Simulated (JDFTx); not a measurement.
Crystal: ZnSiP2.

```
Zn P Si
1.0
    -2.68670    2.68670    5.23003
     2.68670   -2.68670    5.23003
     2.68670    2.68670   -5.23003
Zn P Si
2 4 2
Cartesian
  0.0000 2.6867 2.6150
  0.0000 0.0000 0.0000
  1.3434 -1.2504 3.9225
  1.3434 3.9371 -1.3075
  1.2504 1.3434 6.5375
  1.4363 1.3434 1.3075
  2.6867 0.0000 2.6150
  0.0000 0.0000 5.2300
```

The cell is a database's computed one.

Program: JDFTx 1.7.0 (patched build). Alike in all runs: task single point; no spin polarisation; cell as given; k mesh 3 × 3 × 3; smearing fermi-dirac 0.05 eV; the mesh is coarse, so values aren't converged.

Question: Order these runs on this cell by their pressure, lowest first.
A. level PBEsol; potentials or basis PseudoDojo-SR-PBEsol-0.4.1-standard with smoothed tails; cutoff (eV) 1143
B. level LDA; potentials or basis PseudoDojo-SR-LDA-0.4.1-standard with smoothed tails; cutoff (eV) 980
C. level PBE; potentials or basis PseudoDojo-SR-PBE-0.5-standard with smoothed tails; cutoff (eV) 1143

Answer: B (-4.0 GPa), A (-0.8 GPa), C (2.2 GPa).

Caveats: all runs use coarse meshes.

Not every run made on this cell is shown here.
